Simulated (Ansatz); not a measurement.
Straining Ni₂Ge

The calculation used DFT r2SCAN, scalar-relativistic, plane waves, PAW (Ansatz 0.2.0). Run with 500 eV cutoff, 12×12×8 k-mesh, Gaussian smearing of 0.10 eV, no spin polarisation.

Reference structure (relaxed):

```yaml
crystal:
  lattice:
    - [3.97814, 0.00000, 0.00000]
    - [-1.98907, 3.44517, 0.00000]
    - [0.00000, 0.00000, 5.03738]
  atoms:
    - { symbol: Ni, position: [0.66667, 0.33333, 0.25000] }
    - { symbol: Ni, position: [0.33333, 0.66667, 0.75000] }
    - { symbol: Ni, position: [0.00000, 0.00000, 0.00000] }
    - { symbol: Ni, position: [0.00000, 0.00000, 0.50000] }
    - { symbol: Ge, position: [0.66667, 0.33333, 0.75000] }
    - { symbol: Ge, position: [0.33333, 0.66667, 0.25000] }
```

Deformation: biaxial strain in the a-b plane, with the length and tilt of c and the atoms relaxed, all within the symmetry that the strain leaves. Energies are extrapolated to zero smearing.

```csv
strain (%),ΔE (meV/atom),a (Å),b (Å),c (Å)
-3.0,29.9,3.859,3.859,5.174
-2.0,13.0,3.899,3.899,5.123
-1.0,3.2,3.938,3.938,5.077
+0.0,0.0,3.978,3.978,5.037
+1.0,3.0,4.018,4.018,5.003
+2.0,11.9,4.058,4.058,4.972
+3.0,26.0,4.097,4.097,4.944
```

Q: What stiffness (1/V) d²E/dε² at zero strain does a cubic fit over all points give?

A: A cubic fit gives (1/V) d²E/dε² = 864 GPa at zero strain (twice the biaxial modulus).

Q: How does the free axis c answer a small strain?

A: Between the innermost points its strain is -0.74 times the applied one.